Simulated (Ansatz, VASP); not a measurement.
# One calculation of Ga, two programs

File INCAR:

```
PREC     = Accurate       # precision mode
ENCUT    = 520            # plane-wave cutoff, eV
EDIFF    = 1E-6           # SCF threshold, eV
ISMEAR   = -1             # smearing method
SIGMA    = 0.05           # smearing width, eV
LREAL    = F              # projectors in reciprocal space
LASPH    = T              # aspherical terms in the spheres
NELM     = 60             # most SCF steps
ALGO     = Normal         # electronic algorithm
ISIF     = 2              # what is computed and relaxed
LWAVE    = F              # write WAVECAR
LCHARG   = F              # write CHGCAR
GGA      = PE             # functional
```

The input KPOINTS:

```
Automatic mesh
0
Gamma
  10 10 10
```

The input POSCAR:

```
Ga
1.0
    2.7164800000     -0.0135824000      0.0000000000
   -0.0135824000      2.7164800000      0.0000000000
    0.0000000000      0.0000000000      2.7164800000
Ga
1
Direct
    0.0000000000      0.0000000000      0.0000000000
```

File input.yaml:

```yaml
crystal:
  lattice:
    - [2.71648, -0.0135824, 0.0]
    - [-0.0135824, 2.71648, 0.0]
    - [0.0, 0.0, 2.71648]
  atoms:
    - { symbol: Ga, position: [0.0, 0.0, 0.0] }
hamiltonian:
  xc: pbe
  pseudopotentials: { kind: paw }
kpoints:
  mp_grid: { grid: [10, 10, 10] }
scf:
  occupations: { method: fermi_dirac, width: 0.05 }
output:
  forces: true
  stress: true
  eigenvalues: true
  write_density: true
  write_potential: true
  elf: true
  volumetric_format: npy
```

Change from the starting cell: strain = -0.01.

Alike in both runs: task single point; functional PBE; k mesh 10 × 10 × 10; occupations fermi-dirac, width 0.05 eV; no spin polarisation.

|  | VASP | Ansatz |
| --- | --- | --- |
| version | VASP 6.6.1 | Ansatz 0.2.0 |
| potentials or method | VASP PAW PBE potentials, release 64 (Ga_d) | Ansatz PAW |
| plane-wave cutoff (eV) | 520 | 420 |
| valence electrons in the cell | 13 | 13 |

Ansatz gave:

```
gap on the k mesh at the Fermi level (eV)       : none
pressure (GPa)                                  : 0.2
largest component of the traceless stress (GPa) : 0.49
```

Question: Estimate VASP's values.

Answer: gap on the k mesh at the Fermi level (eV): none; pressure (GPa): 0.3; largest component of the traceless stress (GPa): 0.49.

A gap of «none» marks a metal or a gap that the smearing closes. With one functional, cell and mesh, what is left measures potentials, basis and numerics.
